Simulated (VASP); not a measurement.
# Pt (a cell with a defect) in VASP: a series of runs

Aim: see how the results for Pt (a cell with a defect) move with the level of theory and the settings. Levels: PBE, LDA, PBEsol. Tasks: relaxation of the atoms.

Everything below comes from runs of VASP 6.6.1. Logs are shortened: lines on timing, memory, paths and dates and some standing lists are left out, and cuts for length are marked.

## 1. The structure

The cell holds a defect, 31 atoms: a = 7.934 Å, b = 7.934 Å, c = 7.934 Å, α = 90.00°, β = 90.00°, γ = 90.00°.

The cell was built by a generator and needn't be a form met in nature.

## 2. Relaxation of the atoms, PBE

The input, INCAR:

```
ALGO = Fast ; EDIFF = 1E-6
EDIFFG = -0.02 ; ENCUT = 320
GGA = PE ; IBRION = 2
ISIF = 2 ; ISMEAR = -1
LASPH = T ; LCHARG = F
LREAL = F ; LWAVE = F
NELM = 80 ; NSW = 60
PREC = Accurate ; SIGMA = 0.05
```

The input, KPOINTS:

```
k-points
0
Gamma
  5 5 5
```

The input, POSCAR:

```
Pt
1.0
    7.9340000000      0.0000000000      0.0000000000
    0.0000000000      7.9340000000      0.0000000000
    0.0000000000      0.0000000000      7.9340000000
Pt
31
Direct
    0.0000000000      0.0000000000      0.5000000000
    0.0000000000      0.5000000000      0.0000000000
    0.0000000000      0.5000000000      0.5000000000
    0.5000000000      0.0000000000      0.0000000000
    0.5000000000      0.0000000000      0.5000000000
    0.5000000000      0.5000000000      0.0000000000
    0.5000000000      0.5000000000      0.5000000000
    0.0000000000      0.2500000000      0.2500000000
    0.0000000000      0.2500000000      0.7500000000
    0.0000000000      0.7500000000      0.2500000000
    0.0000000000      0.7500000000      0.7500000000
    0.5000000000      0.2500000000      0.2500000000
    0.5000000000      0.2500000000      0.7500000000
    0.5000000000      0.7500000000      0.2500000000
    0.5000000000      0.7500000000      0.7500000000
    0.2500000000      0.0000000000      0.2500000000
    0.2500000000      0.0000000000      0.7500000000
    0.2500000000      0.5000000000      0.2500000000
    0.2500000000      0.5000000000      0.7500000000
    0.7500000000      0.0000000000      0.2500000000
    0.7500000000      0.0000000000      0.7500000000
    0.7500000000      0.5000000000      0.2500000000
    0.7500000000      0.5000000000      0.7500000000
    0.2500000000      0.2500000000      0.0000000000
    0.2500000000      0.2500000000      0.5000000000
    0.2500000000      0.7500000000      0.0000000000
    0.2500000000      0.7500000000      0.5000000000
    0.7500000000      0.2500000000      0.0000000000
    0.7500000000      0.2500000000      0.5000000000
    0.7500000000      0.7500000000      0.0000000000
    0.7500000000      0.7500000000      0.5000000000
```

Potentials or basis: VASP PAW PBE potentials, release 64 (Pt).

Launch:

```console
$ cat potpaw_PBE.64/Pt/POTCAR > POTCAR
$ mpirun -np 1 vasp_std > vasp.out
```

OUTCAR:

```text
EDIFF = 1E-6
   EDIFFG = -0.02
   ENCUT = 320
   GGA = PE
   IBRION = 2
   ISIF = 2
   ISMEAR = -1
   LASPH = T
   LREAL = F
   NELM = 80
   NSW = 60
   PREC = Accurate

 ion  position               nearest neighbor table
   1  0.000  0.000  0.500-   8 2.81   9 2.81  10 2.81  11 2.81  16 2.81  17 2.81  20 2.81  21 2.81
                            25 2.81  27 2.81  29 2.81  31 2.81
   2  0.000  0.500  0.000-   8 2.81   9 2.81  10 2.81  11 2.81  18 2.81  19 2.81  22 2.81  23 2.81
                            24 2.81  26 2.81  28 2.81  30 2.81
   3  0.000  0.500  0.500-   8 2.81   9 2.81  10 2.81  11 2.81  18 2.81  19 2.81  22 2.81  23 2.81
                            25 2.81  27 2.81  29 2.81  31 2.81
   4  0.500  0.000  0.000-  12 2.81  13 2.81  14 2.81  15 2.81  16 2.81  17 2.81  20 2.81  21 2.81
                            24 2.81  26 2.81  28 2.81  30 2.81
   5  0.500  0.000  0.500-  12 2.81  13 2.81  14 2.81  15 2.81  16 2.81  17 2.81  20 2.81  21 2.81
                            25 2.81  27 2.81  29 2.81  31 2.81
   6  0.500  0.500  0.000-  12 2.81  13 2.81  14 2.81  15 2.81  18 2.81  19 2.81  22 2.81  23 2.81
                            24 2.81  26 2.81  28 2.81  30 2.81
   7  0.500  0.500  0.500-  12 2.81  13 2.81  14 2.81  15 2.81  18 2.81  19 2.81  22 2.81  23 2.81
                            25 2.81  27 2.81  29 2.81  31 2.81
   8  0.000  0.250  0.250-   1 2.81   2 2.81   3 2.81  16 2.81  18 2.81  20 2.81  22 2.81  24 2.81
                            25 2.81  28 2.81  29 2.81
   9  0.000  0.250  0.750-   1 2.81   2 2.81   3 2.81  17 2.81  19 2.81  21 2.81  23 2.81  24 2.81
[... 31 lines left out ...]
  25  0.250  0.250  0.500-   1 2.81   3 2.81   5 2.81   7 2.81   8 2.81   9 2.81  12 2.81  13 2.81
                            16 2.81  17 2.81  18 2.81  19 2.81
  26  0.250  0.750  0.000-   2 2.81   4 2.81   6 2.81  10 2.81  11 2.81  14 2.81  15 2.81  16 2.81
                            17 2.81  18 2.81  19 2.81
  27  0.250  0.750  0.500-   1 2.81   3 2.81   5 2.81   7 2.81  10 2.81  11 2.81  14 2.81  15 2.81
                            16 2.81  17 2.81  18 2.81  19 2.81
  28  0.750  0.250  0.000-   2 2.81   4 2.81   6 2.81   8 2.81   9 2.81  12 2.81  13 2.81  20 2.81
                            21 2.81  22 2.81  23 2.81
  29  0.750  0.250  0.500-   1 2.81   3 2.81   5 2.81   7 2.81   8 2.81   9 2.81  12 2.81  13 2.81
                            20 2.81  21 2.81  22 2.81  23 2.81
  30  0.750  0.750  0.000-   2 2.81   4 2.81   6 2.81  10 2.81  11 2.81  14 2.81  15 2.81  20 2.81
                            21 2.81  22 2.81  23 2.81
  31  0.750  0.750  0.500-   1 2.81   3 2.81   5 2.81   7 2.81  10 2.81  11 2.81  14 2.81  15 2.81
                            20 2.81  21 2.81  22 2.81  23 2.81

  LATTYP: Found a simple cubic cell.
 ALAT       =     7.9340000000

  Lattice vectors:

 A1 = (   7.9340000000,   0.0000000000,   0.0000000000)
 A2 = (   0.0000000000,   7.9340000000,   0.0000000000)
 A3 = (   0.0000000000,   0.0000000000,   7.9340000000)

Analysis of symmetry for initial positions (statically):
=====================================================================
 Subroutine PRICEL returns:
 Original cell was already a primitive cell.
[... 187 lines left out ...]
  Fermi-wavevector in a.u.,A,eV,Ry     =   1.396486  2.638976 26.533710  1.950173
  Thomas-Fermi vector in A             =   2.519835
   LORBIT       =      0    0 simple, 1 ext, 2 COOP (PROOUT), +10 PAW based schemes
   GGA     = PE    functional components
   LHFCALC =     F    Hartree Fock is set to
   AEXX    =    0.0000 exact exchange contribution
   IVDW    =     0    specifies the selected vdW correction
   LEPSILON=     F    determine dielectric tensor
   LRPA    =     F    only Hartree local field effects (RPA)
 conjugate gradient relaxation of ions
 non-spin polarized calculation
 RMM-DIIS sequential band-by-band and
  energy-cutoff  :      320.00
  volume of cell :      499.43
 maximum number of plane-waves:      6523
 NGX is ok and might be reduce to    48
   NGX = 23   NGY = 23   NGZ = 23

--------------------------------------- Ionic step        1  -------------------------------------------

 number of electron     309.9999696 magnetization

 Free energy of the ion-electron system (eV)
  ---------------------------------------------------
  ext. energy  EPLUGINS =         0.00000000
  ---------------------------------------------------
  free energy    TOTEN  =      -188.28837640 eV

  energy without entropy =     -187.81723536  energy(sigma->0) =     -188.05280588

------------------------ aborting loop because EDIFF is reached ----------------------------------------

  FORCE on cell =-STRESS in cart. coord.  units (eV):
  Direction    XX          YY          ZZ          XY          YZ          ZX
  --------------------------------------------------------------------------------------
  -------------------------------------------------------------------------------------
  Total      -10.1707231    -10.1707231    -10.1707231      0.0000000      0.0000000      0.0000000
  in kB      -32.6276523    -32.6276523    -32.6276523      0.0000000      0.0000000      0.0000000
  external PRESSURE =     -32.6276523 kB  Pullay stress =       0.0000000 kB
[... 247 lines left out ...]
--------------------------------------- Ionic step        5  -------------------------------------------

 number of electron     309.9999910 magnetization

 Free energy of the ion-electron system (eV)
  ---------------------------------------------------
  ext. energy  EPLUGINS =         0.00000000
  ---------------------------------------------------
  free energy    TOTEN  =      -188.56426331 eV

  energy without entropy =     -188.10256005  energy(sigma->0) =     -188.33341168

 E-fermi :  10.0626     XC(G=0): -13.0593

 val. band max:       10.0585676549   @ k =   0.2000   0.0000   0.0000
 cond. band min:      10.0638906671   @ k =   0.2000   0.0000   0.0000
 fundamental gap:      0.0053230122
 Fermi energy:        10.0626329807

 k-point     1 :       0.0000    0.0000    0.0000
  band No.  band energies     occupation
      1       0.4542      2.00000
      2       3.0449      2.00000
      3       3.0449      2.00000
      4       3.0449      2.00000
      5       3.0659      2.00000
      6       3.0751      2.00000
[... 1689 lines left out ...]
    166      11.6525      0.00000
    167      12.1651      0.00000
 [bands above 167 left out]

------------------------ aborting loop because EDIFF is reached ----------------------------------------

  FORCE on cell =-STRESS in cart. coord.  units (eV):
  Direction    XX          YY          ZZ          XY          YZ          ZX
  --------------------------------------------------------------------------------------
  -------------------------------------------------------------------------------------
  Total      -12.6201615    -12.6201615    -12.6201615      0.0000000     -0.0000000      0.0000000
  in kB      -40.4854439    -40.4854439    -40.4854439      0.0000000     -0.0000000      0.0000000
  external PRESSURE =     -40.4854439 kB  Pullay stress =       0.0000000 kB
[... 46 lines left out ...]
  FREE ENERGIE OF THE ION-ELECTRON SYSTEM (eV)
  ---------------------------------------------------
  free  energy   TOTEN  =      -188.5642633107 eV

  energy  without entropy=     -188.1025600518  energy(sigma->0) =     -188.33341168

 reached required accuracy - stopping structural energy minimisation
```

Wall time 37 min (1 thread of Intel Xeon Platinum 8488C (Sapphire Rapids), shared host); peak memory 0.53 GiB.

What came out:

| Property | Result |
| --- | --- |
| Free energy | -188.5643 eV |
| Energy gained by relaxing | 8.9 meV/atom |
| Ionic steps | 5 |
| Pressure after relaxing | -4.0 GPa |
| Largest force after relaxing | 0.017 eV/Å |
| Band gap on the k mesh | none (metal or under the smearing width) |

Forces on the atoms (eV/Å):
```
Pt   0.000  0.000  0.000
Pt   0.000  0.000  0.000
Pt   0.000  0.000  0.000
Pt   0.000  0.000  0.000
Pt   0.000  0.000  0.000
Pt   0.000  0.000  0.000
Pt   0.000  0.000  0.000
Pt   0.000 -0.003 -0.003
Pt   0.000 -0.003  0.003
Pt   0.000  0.003 -0.003
Pt   0.000  0.003  0.003
Pt   0.000 -0.012 -0.012
Pt   0.000 -0.012  0.012
Pt   0.000  0.012 -0.012
Pt   0.000  0.012  0.012
Pt  -0.003  0.000 -0.003
Pt  -0.003  0.000  0.003
Pt  -0.012  0.000 -0.012
Pt  -0.012  0.000  0.012
Pt   0.003  0.000 -0.003
Pt   0.003  0.000  0.003
Pt   0.012  0.000 -0.012
Pt   0.012  0.000  0.012
Pt  -0.003 -0.003  0.000
Pt  -0.012 -0.012  0.000
Pt  -0.003  0.003  0.000
Pt  -0.012  0.012  0.000
Pt   0.003 -0.003  0.000
Pt   0.012 -0.012  0.000
Pt   0.003  0.003  0.000
Pt   0.012  0.012  0.000
```

Step by step:
```tsv
step	energy change (eV)	largest force (eV/Å)	pressure (GPa)
1	0.0000	0.6035	-3.26
2	-0.1756	0.3532	-3.71
3	-0.2692	0.1247	-4.05
4	-0.2691	0.1251	-4.05
5	-0.2759	0.0173	-4.05
```

Final structure:
```cif
data_structure
_symmetry_space_group_name_H-M 'P 1'
_symmetry_Int_Tables_number 1
_cell_length_a 7.9340
_cell_length_b 7.9340
_cell_length_c 7.9340
_cell_angle_alpha 90.000
_cell_angle_beta 90.000
_cell_angle_gamma 90.000
_cell_volume 499.43
loop_
_atom_site_label
_atom_site_type_symbol
_atom_site_fract_x
_atom_site_fract_y
_atom_site_fract_z
_atom_site_occupancy
Pt1 Pt 0.00000 0.00000 0.50000 1
Pt2 Pt 0.00000 0.50000 0.00000 1
Pt3 Pt 0.00000 0.50000 0.50000 1
Pt4 Pt 0.50000 0.00000 0.00000 1
Pt5 Pt 0.50000 0.00000 0.50000 1
Pt6 Pt 0.50000 0.50000 0.00000 1
Pt7 Pt 0.50000 0.50000 0.50000 1
Pt8 Pt 0.00000 0.24386 0.24386 1
Pt9 Pt 0.00000 0.24386 0.75614 1
Pt10 Pt 0.00000 0.75614 0.24386 1
Pt11 Pt 0.00000 0.75614 0.75614 1
Pt12 Pt 0.50000 0.24812 0.24812 1
Pt13 Pt 0.50000 0.24812 0.75188 1
Pt14 Pt 0.50000 0.75188 0.24812 1
Pt15 Pt 0.50000 0.75188 0.75188 1
Pt16 Pt 0.24386 0.00000 0.24386 1
Pt17 Pt 0.24386 0.00000 0.75614 1
Pt18 Pt 0.24812 0.50000 0.24812 1
Pt19 Pt 0.24812 0.50000 0.75188 1
Pt20 Pt 0.75614 0.00000 0.24386 1
Pt21 Pt 0.75614 0.00000 0.75614 1
Pt22 Pt 0.75188 0.50000 0.24812 1
Pt23 Pt 0.75188 0.50000 0.75188 1
Pt24 Pt 0.24386 0.24386 0.00000 1
Pt25 Pt 0.24812 0.24812 0.50000 1
Pt26 Pt 0.24386 0.75614 0.00000 1
Pt27 Pt 0.24812 0.75188 0.50000 1
Pt28 Pt 0.75614 0.24386 0.00000 1
Pt29 Pt 0.75188 0.24812 0.50000 1
Pt30 Pt 0.75614 0.75614 0.00000 1
Pt31 Pt 0.75188 0.75188 0.50000 1
```

The run has no spin-orbit coupling, so splittings on Pt are missing.

## 3. Relaxation of the atoms, LDA

This run uses another cell than the first one, of 15.26 Å³/atom, 0.947 times its volume.

The input, INCAR:

```
PREC = Accurate ; ENCUT = 320
EDIFF = 1E-7 ; ISMEAR = -1
SIGMA = 0.05 ; LREAL = F
LASPH = T ; NELM = 100
ALGO = Normal ; ISIF = 2
LWAVE = F ; LCHARG = F
GGA = CA ; IBRION = 2
NSW = 60 ; EDIFFG = -0.02
```

The input, KPOINTS:

```
Automatic mesh
0
Gamma
  5 5 5
```

Edit POSCAR of step 2 so:

```diff
@@ -2,5 +2,5 @@
 1.0
-    7.9340000000      0.0000000000      0.0000000000
-    0.0000000000      7.9340000000      0.0000000000
-    0.0000000000      0.0000000000      7.9340000000
+    7.7920000000      0.0000000000      0.0000000000
+    0.0000000000      7.7920000000      0.0000000000
+    0.0000000000      0.0000000000      7.7920000000
 Pt
```

Potentials or basis: VASP PAW LDA potentials, release 64 (Pt).

Launch:

```console
$ cat potpaw_LDA.64/Pt/POTCAR > POTCAR
$ mpirun -np 1 vasp_std > vasp.out
```

Run time: 31 min. Hardware: 1 thread of Intel Xeon 6975P-C (Granite Rapids), shared host; peak memory 0.43 GiB.

Results (log left out):

```
Free energy                  : -231.9824 eV
Energy gained by relaxing    : 9.7 meV/atom
Ionic steps                  : 5
Pressure after relaxing      : -4.8 GPa
Largest force after relaxing : 0.007 eV/Å
Band gap on the k mesh       : none (metal or under the smearing width)
```

Forces in eV/Å, atoms in the order of the input:
```
Pt   0.000  0.000  0.000
Pt   0.000  0.000  0.000
Pt   0.000  0.000  0.000
Pt   0.000  0.000  0.000
Pt   0.000  0.000  0.000
Pt   0.000  0.000  0.000
Pt   0.000  0.000  0.000
Pt   0.000 -0.005 -0.005
Pt   0.000 -0.005  0.005
Pt   0.000  0.005 -0.005
Pt   0.000  0.005  0.005
Pt   0.000 -0.003 -0.003
Pt   0.000 -0.003  0.003
Pt   0.000  0.003 -0.003
Pt   0.000  0.003  0.003
Pt  -0.005  0.000 -0.005
Pt  -0.005  0.000  0.005
Pt  -0.003  0.000 -0.003
Pt  -0.003  0.000  0.003
Pt   0.005  0.000 -0.005
Pt   0.005  0.000  0.005
Pt   0.003  0.000 -0.003
Pt   0.003  0.000  0.003
Pt  -0.005 -0.005  0.000
Pt  -0.003 -0.003  0.000
Pt  -0.005  0.005  0.000
Pt  -0.003  0.003  0.000
Pt   0.005 -0.005  0.000
Pt   0.003 -0.003  0.000
Pt   0.005  0.005  0.000
Pt   0.003  0.003  0.000
```

The path:
```csv
step,energy change (eV),largest force (eV/Å),pressure (GPa)
1,0.0000,0.7002,-3.92
2,-0.2222,0.3407,-4.53
3,-0.2940,0.1391,-4.85
4,-0.2939,0.1394,-4.84
5,-0.3009,0.0072,-4.85
```

Final structure:
```cif
data_structure
_symmetry_space_group_name_H-M 'P 1'
_symmetry_Int_Tables_number 1
_cell_length_a 7.7920
_cell_length_b 7.7920
_cell_length_c 7.7920
_cell_angle_alpha 90.000
_cell_angle_beta 90.000
_cell_angle_gamma 90.000
_cell_volume 473.09
loop_
_atom_site_label
_atom_site_type_symbol
_atom_site_fract_x
_atom_site_fract_y
_atom_site_fract_z
_atom_site_occupancy
Pt1 Pt 0.00000 0.00000 0.50000 1
Pt2 Pt 0.00000 0.50000 0.00000 1
Pt3 Pt 0.00000 0.50000 0.50000 1
Pt4 Pt 0.50000 0.00000 0.00000 1
Pt5 Pt 0.50000 0.00000 0.50000 1
Pt6 Pt 0.50000 0.50000 0.00000 1
Pt7 Pt 0.50000 0.50000 0.50000 1
Pt8 Pt 0.00000 0.24409 0.24409 1
Pt9 Pt 0.00000 0.24409 0.75591 1
Pt10 Pt 0.00000 0.75591 0.24409 1
Pt11 Pt 0.00000 0.75591 0.75591 1
Pt12 Pt 0.50000 0.24814 0.24814 1
Pt13 Pt 0.50000 0.24814 0.75186 1
Pt14 Pt 0.50000 0.75186 0.24814 1
Pt15 Pt 0.50000 0.75186 0.75186 1
Pt16 Pt 0.24409 0.00000 0.24409 1
Pt17 Pt 0.24409 0.00000 0.75591 1
Pt18 Pt 0.24814 0.50000 0.24814 1
Pt19 Pt 0.24814 0.50000 0.75186 1
Pt20 Pt 0.75591 0.00000 0.24409 1
Pt21 Pt 0.75591 0.00000 0.75591 1
Pt22 Pt 0.75186 0.50000 0.24814 1
Pt23 Pt 0.75186 0.50000 0.75186 1
Pt24 Pt 0.24409 0.24409 0.00000 1
Pt25 Pt 0.24814 0.24814 0.50000 1
Pt26 Pt 0.24409 0.75591 0.00000 1
Pt27 Pt 0.24814 0.75186 0.50000 1
Pt28 Pt 0.75591 0.24409 0.00000 1
Pt29 Pt 0.75186 0.24814 0.50000 1
Pt30 Pt 0.75591 0.75591 0.00000 1
Pt31 Pt 0.75186 0.75186 0.50000 1
```

Levels at points of the mesh, in eV from the Fermi level:
```csv
k point,band 151,band 152,band 153,band 154,band 155,band 156,band 157,band 158
"(0.00, 0.00, 0.00)",0.12,0.13,0.13,0.13,0.25,0.25,0.25,0.57
```

## 4. Relaxation of the atoms, PBEsol

This run uses another cell than the first one, of 15.51 Å³/atom, 0.963 times its volume.

The input, INCAR:

```
ALGO = Normal ; EDIFF = 1E-7
EDIFFG = -0.01 ; ENCUT = 320
GGA = PS ; IBRION = 2
ISIF = 2 ; ISMEAR = -1
LASPH = T ; LCHARG = F
LREAL = F ; LWAVE = F
NELM = 60 ; NSW = 40
PREC = Accurate ; SIGMA = 0.05
```

The input, KPOINTS:

```
k-points
0
Gamma
  5 5 5
```

Edit POSCAR of step 3 so:

```diff
@@ -2,5 +2,5 @@
 1.0
-    7.7920000000      0.0000000000      0.0000000000
-    0.0000000000      7.7920000000      0.0000000000
-    0.0000000000      0.0000000000      7.7920000000
+    7.8340000000      0.0000000000      0.0000000000
+    0.0000000000      7.8340000000      0.0000000000
+    0.0000000000      0.0000000000      7.8340000000
 Pt
```

Potentials or basis: VASP PAW PBE potentials, release 64 (Pt).

Launch:

```console
$ cat potpaw_PBE.64/Pt/POTCAR > POTCAR
$ mpirun -np 1 vasp_std > vasp.out
```

Wall time 32 min (1 thread of Intel Xeon 6975P-C (Granite Rapids), shared host); peak memory 0.5 GiB.

It converged, with:

```yaml
Free_energy: -215.2137 eV
Energy_gained_by_relaxing: 9.3 meV/atom
Ionic_steps: 5
Pressure_after_relaxing: -4.9 GPa
Largest_force_after_relaxing: 0.008 eV/Å
Band_gap_on_the_k_mesh: none (metal or under the smearing width)
```

Forces in eV/Å, atoms in the order of the input:
```
Pt   0.000  0.000  0.000
Pt   0.000  0.000  0.000
Pt   0.000  0.000  0.000
Pt   0.000  0.000  0.000
Pt   0.000  0.000  0.000
Pt   0.000  0.000  0.000
Pt   0.000  0.000  0.000
Pt   0.000 -0.003 -0.003
Pt   0.000 -0.003  0.003
Pt   0.000  0.003 -0.003
Pt   0.000  0.003  0.003
Pt   0.000 -0.005 -0.005
Pt   0.000 -0.005  0.005
Pt   0.000  0.005 -0.005
Pt   0.000  0.005  0.005
Pt  -0.003  0.000 -0.003
Pt  -0.003  0.000  0.003
Pt  -0.005  0.000 -0.005
Pt  -0.005  0.000  0.005
Pt   0.003  0.000 -0.003
Pt   0.003  0.000  0.003
Pt   0.005  0.000 -0.005
Pt   0.005  0.000  0.005
Pt  -0.003 -0.003  0.000
Pt  -0.005 -0.005  0.000
Pt  -0.003  0.003  0.000
Pt  -0.005  0.005  0.000
Pt   0.003 -0.003  0.000
Pt   0.005 -0.005  0.000
Pt   0.003  0.003  0.000
Pt   0.005  0.005  0.000
```

The path:
```csv
step,energy change (eV),largest force (eV/Å),pressure (GPa)
1,0.0000,0.6656,-4.03
2,-0.2050,0.3442,-4.59
3,-0.2824,0.1330,-4.92
4,-0.2824,0.1333,-4.91
5,-0.2892,0.0077,-4.91
```

Final structure:
```
Pt
1.0
     7.83400    0.00000    0.00000
     0.00000    7.83400    0.00000
     0.00000    0.00000    7.83400
Pt
31
Direct
  0.00000 0.00000 0.50000
  0.00000 0.50000 0.00000
  0.00000 0.50000 0.50000
  0.50000 0.00000 0.00000
  0.50000 0.00000 0.50000
  0.50000 0.50000 0.00000
  0.50000 0.50000 0.50000
  0.00000 0.24407 0.24407
  0.00000 0.24407 0.75593
  0.00000 0.75593 0.24407
  0.00000 0.75593 0.75593
  0.50000 0.24813 0.24813
  0.50000 0.24813 0.75187
  0.50000 0.75187 0.24813
  0.50000 0.75187 0.75187
  0.24407 0.00000 0.24407
  0.24407 0.00000 0.75593
  0.24813 0.50000 0.24813
  0.24813 0.50000 0.75187
  0.75593 0.00000 0.24407
  0.75593 0.00000 0.75593
  0.75187 0.50000 0.24813
  0.75187 0.50000 0.75187
  0.24407 0.24407 0.00000
  0.24813 0.24813 0.50000
  0.24407 0.75593 0.00000
  0.24813 0.75187 0.50000
  0.75593 0.24407 0.00000
  0.75187 0.24813 0.50000
  0.75593 0.75593 0.00000
  0.75187 0.75187 0.50000
```

Levels at points of the mesh, in eV from the Fermi level:
```
           k point  band 150  band 151  band 152  band 153  band 154  band 155  band 156  band 157  band 158  band 159
(0.00, 0.00, 0.00)      0.05      0.11      0.12      0.12      0.12      0.24      0.24      0.24      0.55      0.56
```

Caveat: the PAW data sets were made with another functional, which shifts forces and pressure a little. Spin-orbit coupling is left out, which matters for the levels of Pt.

## 5. Summary

| level | potentials or basis | gap on the mesh (eV) | pressure (GPa) | largest force (eV/Å) |
| --- | --- | --- | --- | --- |
| PBE | VASP PAW PBE potentials, release 64 (Pt) | none | -4.0 | 0.02 |
| LDA | VASP PAW LDA potentials, release 64 (Pt) | none | -4.8 | 0.01 |
| PBEsol | VASP PAW PBE potentials, release 64 (Pt) | none | -4.9 | 0.01 |

Alike in all rows: task relaxation of the atoms; no spin polarisation; cell atoms relaxed; k mesh 5 × 5 × 5; cutoff (eV) 320; smearing fermi-dirac 0.05 eV.

Caveats: the PAW data sets were made with another functional, which shifts forces and pressure a little (some runs).

Absolute energies hang on the potentials; compare differences alone.
